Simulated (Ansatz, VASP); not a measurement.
**Two plane-wave programs on RbBr**

```xyz
2
Lattice="4.2193 0.0000 0.0000 0.0000 4.2193 0.0000 0.0000 0.0000 4.2193" Properties=species:S:1:pos:R:3 pbc="T T T"
Rb    0.0000    0.0000    0.0000
Br    2.1096    2.1096    2.1096
```

The cell comes from a database or a generator and needn't be the stable form of this composition.

Alike in both runs: task single point; functional PBEsol; k mesh 4 × 4 × 4; occupations gaussian, width 0.05 eV; no spin polarisation.

```csv
,VASP,Ansatz
version,VASP 6.6.1,Ansatz 0.2.0
potentials or method,"VASP PAW PBE potentials, release 64 (Rb_sv, Br)","scalar-relativistic, plane waves, PAW"
plane-wave cutoff (eV),520,420
valence electrons in the cell,16,16
```

VASP gave:

| Quantity | Value |
| --- | --- |
| gap on the k mesh at the Fermi level (eV) | 3.70 |
| least direct gap on the mesh (eV) | 3.86 |
| pressure (GPa) | -1.3 |

Q: Which values does Ansatz return?

A: gap on the k mesh at the Fermi level (eV): 3.70; least direct gap on the mesh (eV): 3.86; pressure (GPa): -1.4.

With one functional, cell and mesh, what is left measures potentials, basis and numerics.

Caveats: the PAW data sets were made with another functional, which shifts forces and pressure a little (VASP). Expect the measured gap to be larger: semilocal functionals such as PBEsol lack the derivative discontinuity. A k mesh can miss the band edges.
